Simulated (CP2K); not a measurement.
Runs of CP2K 2026.2 on GaAs. The structure is tetragonal, space group P4/mmm (No. 123). Conventional cell: a = 3.810 Å, b = 3.810 Å, c = 2.739 Å, α = 90.00°, β = 90.00°, γ = 90.00°. Ga (site symmetry 4/mmm) has 4 As at 2.69 Å and 2 Ga at 2.74 Å as nearest neighbours. As (site symmetry 4/mmm) is surrounded by 4 Ga at 2.69 Å and 2 As at 2.74 Å. The cell was built by a generator and needn't be a form met in nature.

| potentials or basis | ADDED_MOS | gap on the mesh (eV) | pressure (GPa) |
| --- | --- | --- | --- |
| POTENTIAL_UZH Ga GTH-PBE-q13, As GTH-PBE-q5; TZV2P-MOLOPT-PBE-GTH basis | [10] | none | 0.4 |
| GTH_POTENTIALS Ga GTH-PBE-q13, As GTH-PBE-q5; TZVP-MOLOPT-SR-GTH basis | [10] | none | 0.6 |
| GTH_POTENTIALS Ga GTH-PBE-q13, As GTH-PBE-q5; SZV-MOLOPT-SR-GTH basis | [4] | none | (a) |
| POTENTIAL_UZH Ga GTH-PBE-q13, As GTH-PBE-q5; TZVP-MOLOPT-PBE-GTH basis | [10] | none | 0.6 |
| POTENTIAL_UZH Ga GTH-PBE-q13, As GTH-PBE-q5; DZVP-MOLOPT-PBE-GTH basis | [10] | none | 0.7 |
| POTENTIAL_UZH Ga GTH-PBE-q13, As GTH-PBE-q5; ccGRB-D basis | [10] | none | 2.5 |
| GTH_POTENTIALS Ga GTH-PBE-q13, As GTH-PBE-q5; DZVP-MOLOPT-SR-GTH basis | [10] | none | 0.7 |

Alike in all rows: task atomic charges; level PBE; no spin polarisation; cell as given; k mesh 7 × 7 × 10; smearing fermi-dirac 0.05 eV.

Q: Fill in the values left out.

A: (a) 5.0.

Caveats: the basis of atomic orbitals isn't converged, which shifts pressures, moduli and gaps; a minimal basis gives rough bond lengths, pressures and levels (some runs).

A k mesh can miss the band edges, and the runs leave out spin-orbit coupling on As, Ga.

A gap of «none» marks a metal or a gap under the smearing width.
